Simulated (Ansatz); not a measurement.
Bulk crystal (Bi$_{2}$Te$_{3}$) after relaxation:

```xyz
5
Lattice="2.2419 1.2944 9.2437 -2.2419 1.2944 9.2437 0.0000 -2.5887 9.2437" Properties=species:S:1:pos:R:3 pbc="T T T"
Bi    0.0000    0.0000   22.3534
Bi    0.0000    0.0000   11.2023
Te    0.0000    0.0000   16.7770
Te    0.0000    0.0000    5.7073
Te    0.0000    0.0000    0.1157
```

Miller indices refer to the conventional cell of R3m (No. 160), a = 4.484 Å, b = 4.484 Å, c = 27.731 Å, α = 90.00°, β = 90.00°, γ = 120.00°.

Consider the (001) slab of 10 planes, 16.7 Å thick with 15 Å of vacuum as cut; outer planes Te (top) and Te (bottom), all atoms relaxed.

Theory: DFT PBEsol, scalar-relativistic, plane waves, PAW in Ansatz 0.2.0. Plane waves to 420 eV, a k mesh through Γ of 9×9×1 on the computed 10-atom cell and Gaussian smearing (0.10 eV); no spin polarisation. A dipole correction removes the field between periodic images along c.

The slab's middle planes relax by over 3 % too, so it holds no bulk-like region.

Q: Predict the surface energy (mean of both faces).

A: 0.34 J/m².

Q: Give the work function.

A: 4.87 eV (top), 5.22 eV (bottom).

Q: Estimate the dipole of the slab along +c, per cell.

A: 0.03 e·Å.

Q: The top two planes lie 1.841 Å apart in the bulk. How does relaxation change this?

A: The spacing becomes 1.660 Å (-9.8 %).

Spin-orbit coupling is left out, which matters for the bands of heavy elements.

The reference crystal is a form of Bi2Te3, which isn't its usual structure.